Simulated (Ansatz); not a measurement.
Computed properties of CaF$_{2}$

```xyz
3
Lattice="0.0000 2.7555 2.7555 2.7555 0.0000 2.7555 2.7555 2.7555 0.0000" Properties=species:S:1:pos:R:3 pbc="T T T"
Ca    0.0000    0.0000    0.0000
F     1.3777    1.3777    1.3777
F     4.1332    4.1332    4.1332
```

Atom numbers follow the list: Ca1, F2, F3.

The cell was built from the fluorite type and relaxed in the same program, and has space group Fm-3m; it needn't be a known or the stable phase.

All numbers are computed: DFT, PBE, all-electron LAPW, scalar-relativistic (Ansatz 0.2.0); DFT, PBE, PAW with Ansatz's default frozen-core files, scalar-relativistic (Ansatz 0.2.0).

For LAPW: a Γ-centred 12×12×12 k mesh, Fermi–Dirac smearing of 0.03 eV, basis error target 1 meV/atom, no spin polarisation. PAW takes a cutoff of 420 eV at this cell. The Ansatz runs share mesh, smearing and spin set-up. Values come from LAPW unless marked.

```yaml
Bader_charges_from_the_PAW_run: Ca1 +1.67, F2 -0.83 e
Pressure_at_this_cell: -0.02 GPa
Volume_per_atom: 13.95 Å³
```

Problem. Predict this quantity. Band gap.

Solution. 7.14 eV, indirect from X (0.5, 0, 0.5) to Γ.

Problem. Predict this quantity. Smallest direct gap on the path.

Solution. 7.39 eV.

Problem. Give the computed value. Löwdin charges (with 0.20 e of the cell spilling out of the atomic basis, so their sizes and signs hang on that basis).

Solution. Ca1 1.73, F2 -0.77 e.
